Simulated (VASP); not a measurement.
## ZnPt: interstitial B from one void to a neighbouring one

How hard is this move in ZnPt: interstitial B from one void to a neighbouring one? Both ends are relaxed first, then a band of images between them. The start is a cell from a database of measured crystal structures.

Calculated with VASP 6.6.1; PBEsol; plane waves and PAW (Pt, Zn), in the first sound run; inputs show where later runs differ.

### Step 1. The host crystal

Symmetry: P4/mmm, No. 123, tetragonal system. Conventional cell: a = 2.864 Å, b = 2.864 Å, c = 3.510 Å, α = 90.00°, β = 90.00°, γ = 90.00°. Nearest to Pt lie 8 Zn at 2.68 Å and 4 Pt at 2.86 Å. Zn has 8 Pt at 2.68 Å and 4 Zn at 2.86 Å nearest. Farther neighbours are not listed.

### Step 2. Relax the host

The later steps need the crystal at this functional's own lattice; a raised cutoff keeps the stress reliable while the cell changes.

Contents of INCAR:

```
SYSTEM = ZnPt
PREC = Accurate
ENCUT = 360
EDIFF = 1E-06
NELM = 120
ISMEAR = 1
SIGMA = 0.15
LREAL = .FALSE.
ALGO = Normal
GGA = PS
NBANDS = 17
LORBIT = 11
LWAVE = .FALSE.
LCHARG = .FALSE.
KPAR = 3
IBRION = 2
NSW = 40
ISIF = 3
EDIFFG = -0.02
POTIM = 0.4
```

Contents of POSCAR:

```
ZnPt
1.0
    2.8640000000      0.0000000000      0.0000000000
    0.0000000000      2.8640000000      0.0000000000
    0.0000000000      0.0000000000      3.5100000000
Pt Zn
1 1
Direct
    0.0000000000      0.0000000000      0.0000000000
    0.5000000000      0.5000000000      0.5000000000
```

Contents of KPOINTS:

```
Automatic mesh
0
Gamma
11 11 9
0 0 0
```

Potentials, in the order of the species: Pt and Zn (PBE family, release 64).

The run is started by

```sh
$ mpirun -np 3 vasp_std
```

What it wrote:

```text
[banner, memory and clock lines left out]
running    3 mpi-ranks, on    1 nodes
 distrk:  each k-point on    1 cores,    3 groups
 distr:  one band on    1 cores,    1 groups

 POSCAR found type information on POSCAR PtZn
 POSCAR found :  2 types and       2 ions
|                                                                             |
|               ----> ADVICE to this user running VASP <----                  |
|                                                                             |
|     You enforced a specific xc type in the INCAR file but a different       |
|     [... a line on the potential file left out ...]
|     I HOPE YOU KNOW WHAT YOU ARE DOING!                                     |
|                                                                             |

 LDA part: xc-table for (Slater+PW92), standard interpolation
 POSCAR, INCAR and KPOINTS ok, starting setup
 FFT: planning ... GRIDC
 FFT: planning ... GRID_SOFT
 FFT: planning ... GRID
 WAVECAR not read
 entering main loop
       N       E                     dE             d eps       ncg     rms          rms(c)
DAV:   1     0.894930471713E+02    0.89493E+02   -0.89026E+03  3810   0.134E+03
DAV:   2    -0.689347554707E+01   -0.96387E+02   -0.91719E+02  3697   0.252E+02
DAV:   3    -0.101098787046E+02   -0.32164E+01   -0.31986E+01  4148   0.529E+01
DAV:   4    -0.101351825900E+02   -0.25304E-01   -0.25299E-01  4068   0.404E+00
DAV:   5    -0.101355255541E+02   -0.34296E-03   -0.34296E-03  4117   0.507E-01    0.101E+01
DAV:   6    -0.970708546168E+01    0.42844E+00   -0.11645E+00  3952   0.196E+01    0.525E+00
DAV:   7    -0.966793351766E+01    0.39152E-01   -0.46901E-02  5089   0.348E+00    0.242E+00
DAV:   8    -0.965763395666E+01    0.10300E-01   -0.15472E-02  4171   0.142E+00    0.234E-01
DAV:   9    -0.965734870303E+01    0.28525E-03   -0.88821E-04  4499   0.832E-01    0.913E-02
DAV:  10    -0.965732291095E+01    0.25792E-04   -0.16243E-04  3927   0.103E-01    0.208E-02
DAV:  11    -0.965732260987E+01    0.30107E-06   -0.81352E-06  4076   0.333E-02
   1 F= -.96573226E+01 E0= -.96568781E+01  d E =-.965732E+01
 curvature:   0.00 expect dE= 0.000E+00 dE for cont linesearch  0.000E+00
 trial: gam= 0.00000 g(F)=  0.000E+00 g(S)=  0.718E-01 ort = 0.000E+00 (trialstep = 0.100E+01)
 search vector abs. value=  0.718E-01
 bond charge predicted
       N       E                     dE             d eps       ncg     rms          rms(c)
DAV:   1    -0.108439706990E+02   -0.11866E+01   -0.14318E+01  3825   0.661E+01    0.806E+00
DAV:   2    -0.973901564202E+01    0.11050E+01   -0.29892E+00  4110   0.491E+01    0.219E+00
DAV:   3    -0.968101976022E+01    0.57996E-01   -0.16612E-01  3822   0.578E+00    0.122E+00
DAV:   4    -0.966652362428E+01    0.14496E-01   -0.92371E-03  5207   0.314E+00    0.792E-01
DAV:   5    -0.965479400655E+01    0.11730E-01   -0.65727E-03  4707   0.192E+00    0.546E-02
DAV:   6    -0.965486154189E+01   -0.67535E-04   -0.11552E-03  3723   0.350E-01    0.370E-02
DAV:   7    -0.965486423747E+01   -0.26956E-05   -0.23251E-05  5206   0.135E-01    0.497E-03
DAV:   8    -0.965486414266E+01    0.94811E-07   -0.43484E-06  3716   0.257E-02
   2 F= -.96548641E+01 E0= -.96546542E+01  d E =0.245847E-02
 trial-energy change:    0.002458  1 .order    0.004342   -0.071817    0.080501
 step:   0.4900(harm=  0.4715)  dis= 0.00000  next Energy=    -9.675141 (dE=-0.178E-01)
 bond charge predicted
       N       E                     dE             d eps       ncg     rms          rms(c)
DAV:   1    -0.997925081364E+01   -0.32439E+00   -0.37702E+00  3777   0.372E+01    0.373E+00
DAV:   2    -0.969876265415E+01    0.28049E+00   -0.80162E-01  4158   0.168E+01    0.138E+00
DAV:   3    -0.968233260933E+01    0.16430E-01   -0.12337E-02  5203   0.318E+00    0.753E-01
DAV:   4    -0.967570567677E+01    0.66269E-02   -0.47911E-03  4036   0.709E-01    0.173E-01
DAV:   5    -0.967529596521E+01    0.40971E-03   -0.36718E-04  5688   0.622E-01    0.239E-02
DAV:   6    -0.967530311500E+01   -0.71498E-05   -0.73237E-05  5067   0.102E-01    0.127E-02
DAV:   7    -0.967530453873E+01   -0.14237E-05   -0.35307E-06  3169   0.178E-02    0.419E-03
DAV:   8    -0.967530497439E+01   -0.43566E-06   -0.23967E-07  1846   0.126E-02
   3 F= -.96753050E+01 E0= -.96749436E+01  d E =-.179824E-01
 curvature:  -0.24 expect dE=-0.711E-05 dE for cont linesearch -0.280E-05
 trial: gam=-0.01245 g(F)=  0.232E-65 g(S)=  0.302E-04 ort = 0.924E-03 (trialstep = 0.898E+00)
 search vector abs. value=  0.183E-04
 reached required accuracy - stopping structural energy minimisation
```

Run time: 17 s. Hardware: 3 MPI ranks of Intel Xeon Platinum 8259CL at 2.50GHz (Skylake/Cascade Lake), shared host; peak memory 0.45 GiB; 48 s of CPU time.

Lines that name or quote the potential files are left out of all logs, and their timing lines are given in words.

OUTCAR, selected parts (step 2):

```text
ion  position               nearest neighbor table
   1  0.000  0.000  0.000-   2 2.68   2 2.68   2 2.68   2 2.68   2 2.68   2 2.68   2 2.68   2 2.68

  LATTYP: Found a simple tetragonal cell.
 ALAT       =     2.8640000000
 C/A-ratio  =     1.2255586592

 Subroutine GETGRP returns: Found 16 space group operations
 (whereof 16 operations were pure point group operations)

The static configuration has the point symmetry D_4h.

 Found    105 irreducible k-points:

   k-points           NKPTS =    105   k-points in BZ     NKDIM =    105   number of bands    NBANDS=     17

   dimension x,y,z NGX =    18 NGY =   18 NGZ =   24
   dimension x,y,z NGXF=    36 NGYF=   36 NGZF=   48

   ENCUT  =  360.0 eV  26.46 Ry    5.14 a.u.   4.43  4.43  5.43*2*pi/ulx,y,z

   NELECT =      22.0000    total number of electrons

 k-points in reciprocal lattice and weights: Automatic mesh
   0.00000000  0.00000000  0.00000000       0.001
   0.09090909  0.00000000  0.00000000       0.004
   0.18181818  0.00000000  0.00000000       0.004
   0.27272727  0.00000000  0.00000000       0.004
   0.36363636  0.00000000  0.00000000       0.004
   0.45454545  0.00000000  0.00000000       0.004
   0.09090909  0.09090909  0.00000000       0.004
   0.18181818  0.09090909  0.00000000       0.007
   0.27272727  0.09090909  0.00000000       0.007
[...]
0.45454545  0.36363636  0.44444444       0.015
   0.45454545  0.45454545  0.44444444       0.007

 average (electrostatic) potential at core
       1 -66.1299       2 -31.4566

 E-fermi :   7.5561

 k-point     1 :       0.0000    0.0000    0.0000
  band No.  band energies     occupation
    ...
      7       2.8832      2.00000
      8       3.5586      2.00000
      9       6.1009      2.00000
     10       6.1009      2.00000
     11       6.6956      2.00000
     12      10.0382     -0.00000
     13      16.1058      0.00000
     14      16.1058      0.00000
     15      16.8412      0.00000
     16      23.0340      0.00000
    ...

 k-point     2 :       0.0909    0.0000    0.0000
  band No.  band energies     occupation
    ...
      7       2.9570      2.00000
      8       3.5938      2.00000
      9       5.6926      2.00000
     10       6.0921      2.00000
     11       6.5166      2.00000
     12      10.6099      0.00000
     13      14.6887      0.00000
     14      16.4521      0.00000
     15      17.1821      0.00000
     16      22.9289      0.00000
    ...

 k-point     3 :       0.1818    0.0000    0.0000
  band No.  band energies     occupation
    ...
      7       3.0879      2.00000
      8       3.7612      2.00000
      9       4.8867      2.00000
     10       6.0684      2.00000
     11       6.0777      2.00000
     12      11.9125      0.00000
     13      12.5035      0.00000
     14      17.2475      0.00000
     15      17.4007      0.00000
     16      22.1747      0.00000
    ...

  Total       -0.0018860     -0.0018860     -0.0394655      0.0000000      0.0000000      0.0000000
  in kB       -0.1083440     -0.1083440     -2.2670977      0.0000000      0.0000000      0.0000000
  external PRESSURE =      -0.8279286 kB  Pullay stress =       0.0000000 kB

  energy-cutoff  :      360.00
  volume of cell :       27.89
      direct lattice vectors                 reciprocal lattice vectors
     2.833743174  0.000000000  0.000000000     0.352890131  0.000000000  0.000000000
     0.000000000  2.833743174  0.000000000     0.000000000  0.352890131 -0.000000000
     0.000000000  0.000000000  3.473258328     0.000000000  0.000000000  0.287914087

 POSITION                                       TOTAL-FORCE (eV/Angst)
 -----------------------------------------------------------------------------------
      0.00000      0.00000      0.00000         0.000000     -0.000000      0.000000
      1.41687      1.41687      1.73663         0.000000      0.000000      0.000000
 -----------------------------------------------------------------------------------
    total drift:                                0.000000     -0.000000      0.000000

  FREE ENERGIE OF THE ION-ELECTRON SYSTEM (eV)
  ---------------------------------------------------
  free  energy   TOTEN  =        -9.6753049744 eV

  energy  without entropy=       -9.6742207402  energy(sigma->0) =       -9.67494356

 reached required accuracy - stopping structural energy minimisation

 total charge
# of ion       s       p       d       tot
------------------------------------------
    1        0.647   0.565   8.168   9.381
    2        0.554   0.532   9.787  10.873
--------------------------------------------------
tot          1.202   1.097  17.955  20.254

[... 3 further parts left out ...]
```

The PAW data sets were made with PBE, which is usual practice but a small mismatch for other functionals. The run keeps the 16 symmetry operations of its start, so it cannot find a distortion of lower symmetry.

Relaxation path:

```tsv
step	energy less that of the first step (eV)	largest force (eV/Å)	pressure (GPa)	volume (Å³)
1	0.0000	0.0000	-6.20	28.79
2	0.0025	0.0000	7.41	26.97
3	-0.0180	0.0000	-0.08	27.89
```

```tsv
conventional cell, symmetrised	before	after	change
a (Å)	2.864	2.834	-1.1 %
b (Å)	2.864	2.834	-1.1 %
c (Å)	3.510	3.473	-1.0 %
volume (Å³/atom)	14.40	13.95	-3.1 %
```

The relaxed structure:

```xyz
2
Lattice="2.8337 0.0000 0.0000 0.0000 2.8337 0.0000 0.0000 0.0000 3.4733" Properties=species:S:1:pos:R:3 pbc="T T T"
Pt    0.0000    0.0000    0.0000
Zn    1.4169    1.4169    1.7366
```

This step gave:

```yaml
electronic_cycles: 27
electrons: 22
free_energy_toten: -9.675 eV
energy_at_zero_smearing: -9.675 eV
fermi_energy: 7.556 eV
labelled_metallic_from_the_levels_on_this_mesh: yes
```

The run ended after 3 ionic steps, 0.018 eV below its first step, once forces and stress met EDIFFG = -0.02.

(Continued in part 2 of 4.)

[Lines on the potential files, build, host, timing and source positions are cut from VASP's logs without a mark.]

[Logs are printed without paths, hosts, clocks, repeated set-up lines and the standing remarks that a program may print on its own settings, such as how far it seeks lower states.]

[Hosts, paths, dates, database ids (printed as entryN), source tags and the programs' standing remarks are cut or masked in the printed files.]

[Runs that stopped without an error message from VASP are left out.]
